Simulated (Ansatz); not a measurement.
SnO2:

```xyz
12
Lattice="5.1753 0.0000 0.0000 0.0000 5.1753 0.0000 0.0000 0.0000 5.1753" Properties=species:S:1:pos:R:3 pbc="T T T"
Sn    0.0000    0.0000    0.0000
Sn    2.5876    0.0000    2.5876
Sn    2.5876    2.5876    0.0000
Sn    0.0000    2.5876    2.5876
O     3.4214    4.3415    0.8337
O     4.3415    0.8337    3.4214
O     0.8337    3.4214    4.3415
O     1.7539    1.7539    1.7539
O     3.4214    3.4214    3.4214
O     4.3415    1.7539    0.8337
O     0.8337    4.3415    1.7539
O     1.7539    0.8337    4.3415
```

Measurements of this composition are mostly on another form, of space group No. 136.

```yaml
Program: Ansatz 0.2.0
Task: relaxation of cell and atoms
Functional: PBEsol
Dispersion: D3(BJ)
Potentials_or_basis: Ansatz PAW
Cutoff: "420 eV (not typed: the program's choice for these potentials)"
k_mesh: 5 × 5 × 5
Occupations: fermi-dirac, width 0.05 eV
Spin: no spin polarisation
```

At the start: volume 11.55 Å³/atom.

Problem. How do energy, volume and symmetry change on relaxing?

Solution. It ends after 7 steps and the volume is 10.98 Å³/atom (-5.0 %); space group Pa-3 (No. 205, to 0.05 Å).

The path:
```csv
step,energy change (eV),largest force (eV/Å),volume (Å³)
1,0.0000,0.0241,138.61
2,-0.2591,0.0079,131.52
3,-0.2573,0.0008,131.98
4,-0.2576,0.0002,131.94
5,-0.2250,0.0006,131.94
6,-0.2266,0.0002,131.73
7,-0.2249,0.0002,131.73
```

Final structure:
```
Sn O
1.0
     5.08811    0.00000    0.00000
     0.00000    5.08811    0.00000
     0.00000    0.00000    5.08811
Sn O
4 8
Direct
  0.00000 0.00000 0.00000
  0.50000 0.00000 0.50000
  0.50000 0.50000 0.00000
  0.00000 0.50000 0.50000
  0.66016 0.83984 0.16016
  0.83984 0.16016 0.66016
  0.16016 0.66016 0.83984
  0.33984 0.33984 0.33984
  0.66016 0.66016 0.66016
  0.83984 0.33984 0.16016
  0.16016 0.83984 0.33984
  0.33984 0.16016 0.83984
```

Caveat: the plane-wave basis is chosen anew once the cell has moved, so the energies of steps on either side of that aren't comparable; the pressure holds a Pulay correction of +1.0 GPa for the finite cutoff; the PAW data sets come from PBE, with cores solved anew for the run's functional, which leaves a small shift of forces and pressure.
